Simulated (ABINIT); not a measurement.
# Zr (P6_3/mmc) in ABINIT: further runs

One crystal, Zr, is run at these levels: LDA-PZ, r2SCAN, PBEsol; tasks: relaxation of cell and atoms, single point.

All numbers are computed with ABINIT 10.8.3 (patched build); they aren't measurements. Logs are shortened: lines on timing, memory, paths and dates and some standing lists are left out, and cuts for length are marked. The log counts tension as positive stress, the text compression.

### Step 1. The structure

The structure is hexagonal, space group P6_3/mmc (No. 194). Conventional cell: a = 3.232 Å, b = 3.232 Å, c = 5.147 Å, α = 90.00°, β = 90.00°, γ = 120.00°. Around Zr (site symmetry -6m2) lie 12 Zr at 3.18 to 3.23 Å.

### Step 2. Relaxation of cell and atoms, LDA-PZ

run.abi reads:

```
# Pseudopotentials
pp_dirpath "./"
pseudos "Zr.LDA_PW-JTH.xml"

# Structure
acell 6.1075948348 6.1075948347 9.7264203634
rprim
     1.0000000000     0.0000000000     0.0000000000
    -0.5000000000     0.8660254038     0.0000000000
     0.0000000000     0.0000000000     1.0000000000
ntypat 1
znucl 40
natom 2
typat 1 1
xred
     0.6666666667     0.3333333333     0.7500000000
     0.3333333333     0.6666666667     0.2500000000
chkprim 0
chksymtnons 0
tolsym 1.0e-6

# Plane-wave basis
ecut 462.593566 eV
pawecutdg 34.0

# k points
kptopt 1
ngkpt 9 9 5
nshiftk 1
shiftk 0.0 0.0 0.0

# Exchange and correlation
ixc 2

# Bands and occupations
nband 16
occopt 3
tsmear 0.05 eV

# SCF cycle
nstep 100
tolvrs 1.0e-9

# Output
iomode 3
prtwf 0
prtden 0
prteig 0
prtebands 0
enunit 1

# Relaxation
ionmov 22
ntime 60
tolmxf 5.0e-5
optcell 2
dilatmx 1.08
ecutsm 0.5
```

Potentials or basis: JTH PAW LDA v2.0.

Launch:

```bash
> abinit run.abi > log 2>&1
```

run.abo:

```text
.Version 10.8.3 of ABINIT
 Symmetries : space group P6_3/m m c (#194); Bravais hP (primitive hexag.)
================================================================================
 Values of the parameters that define the memory need of the present run
     intxc =       0    ionmov =      22      iscf =      17    lmnmax =      18
     lnmax =       6     mgfft =      40  mpssoang =       3    mqgrid =    3001
     natom =       2  nloc_mem =       2    nspden =       1   nspinor =       1
    nsppol =       1      nsym =      24    n1xccc =       1    ntypat =       1
    occopt =       3   xclevel =       1
       mpw =        1342          nfft =       29160          nkpt =          36
 PAW method is used; the additional fine FFT grid is defined by:
   mgfftf=        60    nfftf =     77760
================================================================================
================================================================================

--------------------------------------------------------------------------------
------------- Echo of variables that govern the present computation ------------
--------------------------------------------------------------------------------
 -outvars: echo values of preprocessed input variables --------
            acell      6.1075948348E+00  6.1075948347E+00  9.7264203634E+00 Bohr
              amu      9.12240000E+01
          chkprim           0
      chksymtnons           0
          dilatmx      1.08000000E+00
             ecut      1.70000000E+01 Hartree
           ecutsm      5.00000000E-01 Hartree
           enunit           1
           ionmov          22
              ixc           2
         kptrlatt        9    0    0      0    9    0      0    0    5
          kptrlen      4.86321018E+01
            natom           2
            nband          16
            ngfft          27      27      40
          ngfftdg          36      36      60
             nkpt          36
            nstep         100
             nsym          24
            ntime          60
           ntypat           1
           occopt           3
          optcell           2
        pawecutdg      3.40000000E+01 Hartree
           prtden           0
        prtebands           0
           prteig           0
            prtwf           0
            rprim      1.0000000000E+00  0.0000000000E+00  0.0000000000E+00
                      -5.0000000000E-01  8.6602540380E-01  0.0000000000E+00
                       0.0000000000E+00  0.0000000000E+00  1.0000000000E+00
          spgroup         194
           tolsym      1.00000000E-06
           tolvrs      1.00000000E-09
           tsmear      1.83746611E-03 Hartree
            typat      1  1
           useylm           1
           xangst      1.6159999989E+00  9.3299803438E-01  3.8602499974E+00
                       1.7639293187E-11  1.8659960688E+00  1.2867499991E+00
            xcart      3.0537974174E+00  1.7631107610E+00  7.2948152726E+00
                       3.3333433177E-11  3.5262215220E+00  2.4316050908E+00
             xred      6.6666666667E-01  3.3333333333E-01  7.5000000000E-01
                       3.3333333333E-01  6.6666666667E-01  2.5000000000E-01
            znucl       40.00000

================================================================================

 chkinp: Checking input parameters for consistency.

================================================================================
== DATASET  1 ==================================================================

--- !DatasetInfo
iteration_state: {dtset: 1, }
dimensions: {natom: 2, nkpt: 36, mband: 16, nsppol: 1, nspinor: 1, nspden: 1, mpw: 1342, }
cutoff_energies: {ecut:  17.0, pawecutdg:  34.0, }
electrons: {nelect:   2.40000000E+01, charge:   0.00000000E+00, occopt:   3.00000000E+00, tsmear:   1.83746611E-03, }
meta: {optdriver: 0, ionmov: 22, optcell: 2, iscf: 17, paral_kgb: 0, }
...

 Exchange-correlation functional for the present dataset will be:
  LDA: Perdew-Zunger-Ceperley-Alder - ixc=2
  J.P.Perdew and A.Zunger, PRB 23, 5048 (1981)

 Real(R)+Recip(G) space primitive vectors, cartesian coordinates (Bohr,Bohr^-1):
 R(1)=  6.1075948  0.0000000  0.0000000  G(1)=  0.1637306  0.0945299  0.0000000
 R(2)= -3.0537974  5.2893323  0.0000000  G(2)=  0.0000000  0.1890598  0.0000000
 R(3)=  0.0000000  0.0000000  9.7264204  G(3)=  0.0000000  0.0000000  0.1028127
 Unit cell volume ucvol=  3.1421297E+02 bohr^3
 Angles (23,13,12)=  9.00000000E+01  9.00000000E+01  1.20000000E+02 degrees

 Coarse grid specifications (used for wave-functions):

 getcut: wavevector=  0.0000  0.0000  0.0000  ngfft=  27  27  40
         ecut(hartree)=     19.829   => boxcut(ratio)=   2.05160

 Fine grid specifications (used for densities):

 getcut: wavevector=  0.0000  0.0000  0.0000  ngfft=  36  36  60
         ecut(hartree)=     39.658   => boxcut(ratio)=   2.07924

--- Pseudopotential description ------------------------------------------------
- pspini: atom type   1  psp file is ./Zr.LDA_PW-JTH.xml
 Pseudopotential format is: paw10
 basis_size (lnmax)=  6 (lmn_size= 18), orbitals=   0   0   1   1   2   2
 Spheres core radius: rc_sph= 2.22030268
 Shapefunction is BESSEL type: shapef(r,l)=aa(1,l)*jl(q(1,l)*r)+aa(2,l)*jl(q(2,l)*r)
 Radius for shape functions =  2.22030268
 Compensation charge density is not taken into account in XC energy/potential

   7.41879912E+02                                ecore*ucvol(ha*bohr**3)
--------------------------------------------------------------------------------

================================================================================

=== [ionmov=22] Limited-memory Broyden-Fletcher-Goldfarb-Shanno method
================================================================================

--- Iteration: ( 1/60) Internal Cycle: (1/1)
--------------------------------------------------------------------------------

---SELF-CONSISTENT-FIELD CONVERGENCE--------------------------------------------

--- !BeginCycle
iteration_state: {dtset: 1, itime: 1, icycle: 1, }
solver: {iscf: 17, nstep: 100, nline: 4, wfoptalg: 10, }
tolerances: {tolvrs: 1.00E-09, }
...
[... 546 lines left out ...]
  5.94454730113928E+00  0.00000000000000E+00  0.00000000000000E+00
 -2.97227365052097E+00  5.14812897679305E+00  0.00000000000000E+00
  0.00000000000000E+00  0.00000000000000E+00  9.61880383013250E+00
 Unitary Cell Volume (ucvol) [Bohr^3]=  2.94367102846675E+02
 Angles (23,13,12)= [degrees]
  9.00000000000000E+01  9.00000000000000E+01  1.19999999999554E+02
 Lengths [Bohr]
  5.94454730113928E+00  5.94454730112206E+00  9.61880383013250E+00
 Stress tensor in cartesian coordinates (strten) [Ha/bohr^3]
  1.47703513916214E-07 -8.09324736366531E-14  0.00000000000000E+00
 -8.09324736366531E-14  1.47703486594319E-07  0.00000000000000E+00
  0.00000000000000E+00  0.00000000000000E+00 -2.29523118393249E-09
 Total energy (etotal) [Ha]= -9.53594917942995E+01

 Difference of energy with previous step (new-old):
           Absolute (Ha)=-4.62055E-07
           Relative     =-4.84540E-09

 At Broyd/MD step   6, gradients are converged :
  max grad (force/stress) = 1.4770E-05 < tolmxf= 5.0000E-05 ha/bohr (free atoms)

================================================================================

 ----iterations are completed or convergence reached----

 Mean square residual over all n,k,spin=   31.913E-06; max=  18.247E-03
 reduced coordinates (array xred) for    2 atoms
       0.666666666667      0.333333333333      0.750000000000
       0.333333333333      0.666666666667      0.250000000000
 rms dE/dt=  2.3319E-28; max dE/dt=  4.0390E-28; dE/dt below (all hartree)
    1       0.000000000000     -0.000000000000      0.000000000000
    2       0.000000000000      0.000000000000      0.000000000000

 cartesian coordinates (angstrom) at end:
    1      1.57285947939046     0.90809084382003     3.81753883469960
    2      0.00000000001717     1.81618168764006     1.27251294489987

 cartesian forces (hartree/bohr) at end:
    1     -0.00000000000000     0.00000000000000    -0.00000000000000
    2     -0.00000000000000    -0.00000000000000    -0.00000000000000
 frms,max,avg= 4.5296052E-29 7.8455063E-29   0.000E+00  0.000E+00  0.000E+00 h/b

 cartesian forces (eV/Angstrom) at end:
    1     -0.00000000000000     0.00000000000000    -0.00000000000000
    2     -0.00000000000000    -0.00000000000000    -0.00000000000000
 frms,max,avg= 2.3292166E-27 4.0343215E-27   0.000E+00  0.000E+00  0.000E+00 e/A
 length scales=  5.944547301139  5.944547301122  9.618803830133 bohr
              =  3.145718958764  3.145718958755  5.090051779599 angstroms
 Fermi (or HOMO) energy (eV) =  11.79619   Average Vxc (eV)= -11.66363
 Eigenvalues (   eV  ) for nkpt=  36  k points:
 kpt#   1, nband= 16, wtk=  0.00247, kpt=  0.0000  0.0000  0.0000 (reduced coord)
 -36.78291  -36.58951  -15.46401  -14.38890  -14.38890  -14.24819  -14.22833  -14.22833
   6.04167    8.57980   12.67291   12.67291   12.67436   13.17607   13.39074   13.39074
 prteigrs : prtvol=0 or 1, do not print more k-points.

--- !EnergyTerms
iteration_state     : {dtset: 1, itime: 6, icycle: 1, }
comment             : Components of total free energy in Hartree
kinetic             :  2.42181805991194E+01
hartree             :  1.44242242131045E+01
xc                  : -1.33828311638706E+01
Ewald energy        : -7.87695304892697E+01
psp_core            :  2.52025414796851E+00
local_psp           : -6.60347685988118E+01
PAW spherical_terms :  2.16656061560315E+01
internal            : -9.53588651357281E+01
'-kT*entropy'       : -6.57319577171719E-04
total_energy        : -9.53595224553053E+01
total_energy_eV     : -2.59486479776361E+03
...

--- !EnergyTermsDC
iteration_state     : {dtset: 1, itime: 6, icycle: 1, }
comment             : '"Double-counting" decomposition of free energy'
band_energy         : -8.95180206143609E+00
Ewald energy        : -7.87695304892697E+01
psp_core            :  2.52025414796851E+00
xc_dc               : -1.25749525562000E+01
PAW spherical_terms :  2.41719648421485E+00
internal            : -9.53588344747224E+01
'-kT*entropy'       : -6.57319577171719E-04
total_energy_dc     : -9.53594917942995E+01
total_energy_dc_eV  : -2.59486396343514E+03
...

--- !EnergyTermsWithPAWCore
iteration_state     : {dtset: 1, itime: 6, icycle: 1, }
comment             : 'Components of total free energy, including PAW core contributions'
Total energy        : -7.18978743784157E+03
Total energy DC     : -7.18978740718056E+03
Total energy (eV)   : -1.95644082997609E+05
Total energy DC (eV): -1.95644082163281E+05
...

 Cartesian components of stress tensor (hartree/bohr^3)
  sigma(1 1)=  1.47703514E-07  sigma(3 2)=  0.00000000E+00
  sigma(2 2)=  1.47703487E-07  sigma(3 1)=  0.00000000E+00
  sigma(3 3)= -2.29523118E-09  sigma(2 1)= -8.09324736E-14

-Cartesian components of stress tensor (GPa)         [Pressure= -2.8745E-03 GPa]
- sigma(1 1)=  4.34558741E-03  sigma(3 2)=  0.00000000E+00
- sigma(2 2)=  4.34558661E-03  sigma(3 1)=  0.00000000E+00
- sigma(3 3)= -6.75280328E-05  sigma(2 1)= -2.38111558E-09

== END DATASET(S) ==============================================================
================================================================================

 -outvars: echo values of variables after computation  --------
            acell      5.9445473011E+00  5.9445473011E+00  9.6188038301E+00 Bohr
           etotal     -9.5359491794E+01
            fcart     -0.0000000000E+00  7.8455063052E-29 -0.0000000000E+00
                      -0.0000000000E+00 -7.8455063052E-29 -0.0000000000E+00
            rprim      1.0000000000E+00  0.0000000000E+00  0.0000000000E+00
                      -4.9999999999E-01  8.6602540379E-01  0.0000000000E+00
                       0.0000000000E+00  0.0000000000E+00  1.0000000000E+00
           strten      1.4770351392E-07  1.4770348659E-07 -2.2952311839E-09
                       0.0000000000E+00  0.0000000000E+00 -8.0932473637E-14
           xangst      1.5728594794E+00  9.0809084382E-01  3.8175388347E+00
                       1.7168243075E-11  1.8161816876E+00  1.2725129449E+00
             xred      6.6666666667E-01  3.3333333333E-01  7.5000000000E-01
                       3.3333333333E-01  6.6666666667E-01  2.5000000000E-01
 Calculation completed.
```

Wall time 81 s (1 thread of Arm Neoverse V2, shared host); peak memory 0.12 GiB.

Results:

- Free energy: -2594.8640 eV
- Relaxed volume: 21.81 Å³/atom
- Relaxed cell: a = 3.146 Å, b = 3.146 Å, c = 5.090 Å, α = 90.00°, β = 90.00°, γ = 120.00°
- Space group after relaxing (to 0.05 Å): P6_3/mmc (No. 194)
- Energy gained by relaxing: 29.4 meV/atom
- Ionic steps: 6
- Pressure after relaxing: 0.0 GPa
- Band gap on the k mesh: none (metal or under the smearing width)
- Valence electrons inside the program's atomic spheres: Zr 9.09 (radii [1.1749] Å)

The path:
```
step  energy change (eV)  largest force (eV/Å)  pressure (GPa)  volume (Å³)
   1              0.0000                0.0000           -6.05        46.56
   2             -0.0281                0.0000           -4.43        45.71
   3             -0.0582                0.0000            0.27        43.54
   4             -0.0586                0.0000            0.04        43.62
   5             -0.0589                0.0000           -0.06        43.65
   6             -0.0589                0.0000            0.00        43.62
```

Final structure:
```
CELL_PARAMETERS angstrom
3.14572 0.00000 0.00000
-1.57286 2.72427 0.00000
0.00000 0.00000 5.09005
ATOMIC_POSITIONS crystal
Zr 0.66667 0.33333 0.75000
Zr 0.33333 0.66667 0.25000
```

Levels at points of the mesh, in eV from the Fermi level:
```tsv
k point	band 8	band 9	band 10	band 11	band 12	band 13	band 14	band 15	band 16
(0.00, 0.00, 0.00)	-26.02	-5.75	-3.22	0.88	0.88	0.88	1.38	1.59	1.59
```

(Part 1 of 2 ends here.)
